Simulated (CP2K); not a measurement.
# BAs (F-43m) in CP2K: a series of runs

One crystal, BAs, is run at these levels: PBEsol; tasks: single point, equation of state.

All numbers are computed with CP2K 2026.2; they aren't measurements. Logs are shortened: lines on timing, memory, paths and dates and some standing lists are left out, and cuts for length are marked.

**Measured values to compare with.**

“Basic Physical Properties of Cubic Boron Arsenide”, 2019, arxiv:1911.11281 quotes, for a bulk crystal of BAs: bulk modulus 148 GPa.

How close the calculation comes is told below.

## 1. The structure

It takes space group F-43m (No. 216, cubic). The conventional cell has a = 4.777 Å, b = 4.777 Å, c = 4.777 Å, α = 90.00°, β = 90.00°, γ = 90.00°. As (site symmetry -43m) is surrounded by 4 B at 2.07 Å. B (site symmetry -43m) has 4 As at 2.07 Å as nearest neighbours.

## 2. Single point, PBEsol, 13.63 Å³/atom

Input file bas_eos.inp:

```
&GLOBAL
  PROJECT bas_eos
  RUN_TYPE ENERGY_FORCE
  PRINT_LEVEL LOW
&END GLOBAL
&FORCE_EVAL
  METHOD QS
  STRESS_TENSOR ANALYTICAL
  &DFT
    BASIS_SET_FILE_NAME BASIS_MOLOPT_UZH
    POTENTIAL_FILE_NAME POTENTIAL_UZH
    &MGRID
      CUTOFF 450
      REL_CUTOFF 60
      NGRIDS 4
    &END MGRID
    &QS
      METHOD GPW
      EPS_DEFAULT 1.0E-9
    &END QS
    &KPOINTS
      SCHEME MONKHORST-PACK 10 10 10
      GAMMA_CENTERED T
      SYMMETRY T
      SYMMETRY_BACKEND SPGLIB
    &END KPOINTS
    &SCF
      SCF_GUESS ATOMIC
      EPS_SCF 1.0E-6
      MAX_SCF 100
      ADDED_MOS 10
      CHOLESKY OFF
      EPS_EIGVAL 1.0E-7
      &DIAGONALIZATION ON
        ALGORITHM STANDARD
      &END DIAGONALIZATION
      &MIXING ON
        METHOD BROYDEN_MIXING
        ALPHA 0.4
        BETA 1.5
        NBUFFER 8
      &END MIXING
      &SMEAR ON
        METHOD FERMI_DIRAC
        ELECTRONIC_TEMPERATURE [K] 580.226
      &END SMEAR
    &END SCF
    &XC
      &XC_FUNCTIONAL
        &GGA_X_PBE_SOL
        &END GGA_X_PBE_SOL
        &GGA_C_PBE_SOL
        &END GGA_C_PBE_SOL
      &END XC_FUNCTIONAL
    &END XC
    &PRINT
      &KPOINTS ON
      &END KPOINTS
      &MULLIKEN ON
      &END MULLIKEN
      &MO ON
        ENERGIES T
        OCCUPATION_NUMBERS T
        &EACH
          QS_SCF 0
        &END EACH
        ADD_LAST NUMERIC
      &END MO
    &END PRINT
  &END DFT
  &SUBSYS
    &CELL
      A 3.3778490937 0.0000000000 0.0000000000
      B 1.6889245469 2.9253031253 0.0000000000
      C 1.6889245469 0.9751010418 2.7580022359
      PERIODIC XYZ
    &END CELL
    &COORD
      SCALED
      As  0.7500000000 0.7500000000 0.7500000000
      B   0.0000000000 0.0000000000 0.0000000000
    &END COORD
    &KIND As
      BASIS_SET TZVP-MOLOPT-PBE-GTH-q5
      POTENTIAL GTH-PBE-q5
    &END KIND
    &KIND B
      BASIS_SET TZVP-MOLOPT-PBE-GTH-q3
      POTENTIAL GTH-PBE-q3
    &END KIND
    &PRINT
      &ATOMIC_COORDINATES ON
      &END ATOMIC_COORDINATES
      &CELL ON
      &END CELL
    &END PRINT
  &END SUBSYS
  &PRINT
    &FORCES ON
    &END FORCES
    &STRESS_TENSOR ON
    &END STRESS_TENSOR
  &END PRINT
&END FORCE_EVAL
```

Potentials or basis: POTENTIAL_UZH As GTH-PBE-q5, B GTH-PBE-q3; TZVP-MOLOPT-PBE-GTH basis.

On the command line:

```bash
OMP_NUM_THREADS=2 cp2k.psmp -i bas_eos.inp -o bas_eos.out
```

bas_eos.out:

```text

 CP2K| version string:                                       CP2K version 2026.2
 CP2K| Input file name                                               bas_eos.inp

 GLOBAL| Force Environment number                                              1
 GLOBAL| Basis set file name                                    BASIS_MOLOPT_UZH
 GLOBAL| Potential file name                                       POTENTIAL_UZH
 GLOBAL| MM Potential file name                                     MM_POTENTIAL
 GLOBAL| Coordinate file name                                      __STD_INPUT__
 GLOBAL| Method name                                                        CP2K
 GLOBAL| Project name                                                    bas_eos
 GLOBAL| Run type                                                   ENERGY_FORCE
 GLOBAL| FFT library                                                       FFTW3
 GLOBAL| Diagonalization library                                       ScaLAPACK
 GLOBAL| Cholesky decomposition library                                ScaLAPACK
 GLOBAL| DGEMM library                                                      BLAS
 GLOBAL| Direct generalized diagonalization requested                          F
 GLOBAL| Matrix multiplication library                                 ScaLAPACK
 GLOBAL| Global print level                                                  LOW
 GLOBAL| Total number of message passing processes                             1
 GLOBAL| Number of threads for this process                                    2
 GLOBAL| CPU model name                                                  UNKNOWN

 CELL| Volume [angstrom^3]:                                            27.252461
 CELL| Vector a [angstrom]:       3.378     0.000     0.000   |a| =     3.377849
 CELL| Vector b [angstrom]:       1.689     2.925     0.000   |b| =     3.377849
 CELL| Vector c [angstrom]:       1.689     0.975     2.758   |c| =     3.377849
 CELL| Angle (b,c), alpha [degree]:                                    60.000000
 CELL| Angle (a,c), beta  [degree]:                                    60.000000
 CELL| Angle (a,b), gamma [degree]:                                    60.000000
 CELL| Numerically orthorhombic:                                              NO
 CELL| Periodicity                                                           XYZ

 CELL_REF| Volume [angstrom^3]:                                        27.252461
 CELL_REF| Vector a [angstrom     3.378     0.000     0.000   |a| =     3.377849
 CELL_REF| Vector b [angstrom     1.689     2.925     0.000   |b| =     3.377849
 CELL_REF| Vector c [angstrom     1.689     0.975     2.758   |c| =     3.377849
 CELL_REF| Angle (b,c), alpha [degree]:                                60.000000
 CELL_REF| Angle (a,c), beta  [degree]:                                60.000000
 CELL_REF| Angle (a,b), gamma [degree]:                                60.000000
 CELL_REF| Numerically orthorhombic:                                          NO
 CELL_REF| Periodicity                                                       XYZ

 GENERATE|  Preliminary Number of Bonds generated:                             0
 GENERATE|  Achieved consistency in connectivity generation.

 *******************************************************************************
 *******************************************************************************
 **            Copyright (C) by CP2K developers group (2000-2026)             **
 *******************************************************************************

 TOTAL NUMBERS AND MAXIMUM NUMBERS

  Total number of            - Atomic kinds:                                   2
                             - Atoms:                                          2
                             - Shell sets:                                     2
                             - Shells:                                        14
                             - Primitive Cartesian functions:                  9
                             - Cartesian basis functions:                     36
                             - Spherical basis functions:                     34

  Maximum angular momentum of- Orbital basis functions:                        2
                             - Local part of the GTH pseudopotential:          2
                             - Non-local part of the GTH pseudopotential:      4

 MODULE QUICKSTEP: ATOMIC COORDINATES IN ANGSTROM

   Atom Kind Element         X             Y             Z       Z(eff)     Mass
      1    1 As   33      5.066774      2.925303      2.068502   5.0000  74.9216
      2    2 B     5      0.000000      0.000000      0.000000   3.0000  10.8110

 SCF PARAMETERS         Density guess:                                    ATOMIC
                        --------------------------------------------------------
                        max_scf:                                             100
[... 40 lines left out ...]
     7 Broy./Diag. 0.40E+00    1.4     0.00017740        -9.1252559115 -2.77E-03
     8 Broy./Diag. 0.40E+00    1.4     0.00052121        -9.1262661360 -1.01E-03
     9 Broy./Diag. 0.40E+00    1.3     0.00003148        -9.1264773702 -2.11E-04
    10 Broy./Diag. 0.40E+00    1.4     0.00001494        -9.1265439043 -6.65E-05
    11 Broy./Diag. 0.40E+00    1.5     0.00000694        -9.1265465448 -2.64E-06
    12 Broy./Diag. 0.40E+00    1.4     0.00000237        -9.1265463163  2.28E-07
    13 Broy./Diag. 0.40E+00    1.4     0.00000066        -9.1265453061  1.01E-06

  *** SCF run converged in    13 steps ***

  Electronic density on regular grids:         -7.9999999997        0.0000000003
  Core density on regular grids:                7.9999999828       -0.0000000172
  Total charge density on r-space grids:       -0.0000000169
  Total charge density g-space grids:          -0.0000000169

  Overlap energy of the core charge distribution:               0.00000007657032
  Self energy of the core charge distribution:                -19.60156409161538
  Core Hamiltonian energy:                                      5.08769182117430
  Hartree energy:                                               8.06557869655520
  Exchange-correlation energy:                                 -2.67825179943842
  Electronic entropic energy:                                  -0.00000000931483
  Fermi energy:                                                 0.27386556654036

  Total energy:                                                -9.12654530606907
  Total energy (extrapolated to T->0):                         -9.12654530141165

 MO| EIGENVALUES AND OCCUPATION NUMBERS FOR K POINT 1
 MO|
 MO|  Index      Eigenvalue [a.u.]        Eigenvalue [eV]             Occupation
 MO|      1              -0.225514              -6.136561               2.000000
 MO|      2              -0.037835              -1.029555               2.000000
 MO|      3               0.193026               5.252518               2.000000
 MO|      4               0.193027               5.252518               2.000000
 MO|      5               0.355025               9.660718               0.000000
 MO|      6               0.431457              11.740531               0.000000
 MO|      7               0.431458              11.740580               0.000000
 MO|      8               0.615888              16.759154               0.000000
 MO|      9               0.768975              20.924882               0.000000
 MO|     10               0.768982              20.925068               0.000000
 MO|     11               0.778793              21.192034               0.000000
 MO|     12               0.913808              24.865984               0.000000
 MO|     13               1.003202              27.298506               0.000000
[... 263 lines left out ...]
 MO|      4               0.104596               2.846212               2.000000
 MO|      5               0.334476               9.101543               0.000000
 MO|      6               0.369174              10.045733               0.000000
 MO|      7               0.578235              15.734562               0.000000
 MO|      8               0.636913              17.331288               0.000000
 MO|      9               0.709069              19.294755               0.000000
 MO|     10               0.840635              22.874846               0.000000
 MO|     11               0.885023              24.082712               0.000000
 MO|     12               0.991937              26.991986               0.000000
 MO|     13               1.026612              27.935523               0.000000
 MO|     14               1.099284              29.913052               0.000000
 MO| Sum:                                                               8.000000
 MO| E(Fermi):            0.273866 a.u.          7.452261 eV
 MO| Band gap:            0.229879 a.u.          6.255331 eV

 [... the levels of further k-points ...]

 !-----------------------------------------------------------------------------!
                     Mulliken Population Analysis

 #  Atom  Element  Kind  Atomic population                           Net charge
       1     As       1          4.760549                              0.239451
       2     B        2          3.239451                             -0.239451
 # Total charge                              8.000000                  0.000000

 !-----------------------------------------------------------------------------!

 ENERGY| Total FORCE_EVAL ( QS ) energy [hartree]             -9.126544831597256

 FORCES| Atomic forces [hartree/bohr]
 FORCES|   Atom     x               y               z               |f|
 FORCES|      1 -2.72979094E-10  3.99094906E-08  4.23796232E-08   5.82140397E-08
 FORCES|      2  1.17370675E-08 -3.57372475E-08 -5.64705312E-08   6.78515328E-08
 FORCES| Sum     1.14640884E-08  4.17224312E-09 -1.40909079E-08
 FORCES| Total atomic force                                       1.86383106E-08

 STRESS| Analytical stress tensor [bar]
 STRESS|                        x                   y                   z
 STRESS|      x        2.32713794580E+04   3.55918400994E-02   2.26413383686E-02
 STRESS|      y        3.55918400994E-02   2.32720809350E+04  -1.77882733387E-01
 STRESS|      z        2.26413383686E-02  -1.77882733387E-01   2.32726169673E+04
 STRESS| 1/3 Trace                                             2.32720257867E+04
 STRESS| Determinant                                           1.26038309072E+13

 STRESS| Eigenvectors and eigenvalues of the analytical stress tensor [bar]
 STRESS|                        1                   2                   3
 STRESS| Eigenvalues   2.32713768216E+04   2.32720298115E+04   2.32726707271E+04
 STRESS|      x           0.998017757349      0.062308436849      0.008843908309
 STRESS|      y          -0.057121361395      0.955848560963     -0.288254537825
 STRESS|      z          -0.026414126697      0.287177971303      0.957512979917
```

It took 22 s on 2 threads of Arm Neoverse V1, shared host; peak memory 0.22 GiB.

Results:

| Item | Value |
| --- | --- |
| Free energy | -248.3459 eV |
| Pressure | 2.3 GPa |
| Band gap on the k mesh | 1.06 eV, indirect (least direct gap 3.29 eV) |
| Mulliken charges | As +0.24; B -0.24 e |

Caveat: Mulliken charges move with the basis; the potentials were made for another functional, which shifts forces and pressure; the basis of atomic orbitals isn't converged, which shifts pressures, moduli and gaps.

## 3. Single point, PBEsol, 13.35 Å³/atom (volume scaled by 0.98)

bas_eos.inp, as its differences from that of step 2:

```diff
@@ -11,2 +11,3 @@
     POTENTIAL_FILE_NAME POTENTIAL_UZH
+    WFN_RESTART_FILE_NAME previous-RESTART.kp
     &MGRID
@@ -27,3 +28,3 @@
     &SCF
-      SCF_GUESS ATOMIC
+      SCF_GUESS RESTART
       EPS_SCF 1.0E-6
@@ -72,5 +73,5 @@
     &CELL
-      A 3.3778490937 0.0000000000 0.0000000000
-      B 1.6889245469 2.9253031253 0.0000000000
-      C 1.6889245469 0.9751010418 2.7580022359
+      A 3.3551782825 0.0000000000 0.0000000000
+      B 1.6775891413 2.9056696269 0.0000000000
+      C 1.6775891413 0.9685565423 2.7394915960
       PERIODIC XYZ
```

Potentials or basis: POTENTIAL_UZH As GTH-PBE-q5, B GTH-PBE-q3; TZVP-MOLOPT-PBE-GTH basis.

On the command line:

```bash
OMP_NUM_THREADS=2 cp2k.psmp -i bas_eos.inp -o bas_eos.out
```

It took 16 s on 2 threads of Arm Neoverse V1, shared host; peak memory 0.22 GiB.

Results (log left out):

```
Free energy            : -248.3330 eV
Pressure               : 5.3 GPa
Band gap on the k mesh : 1.04 eV, indirect (least direct gap 3.31 eV)
Mulliken charges       : As +0.25; B -0.25 e
```

Caveat: Mulliken charges move with the basis; the potentials were made for another functional, which shifts forces and pressure; the basis of atomic orbitals isn't converged, which shifts pressures, moduli and gaps.

(Continued in part 2 of 2.)
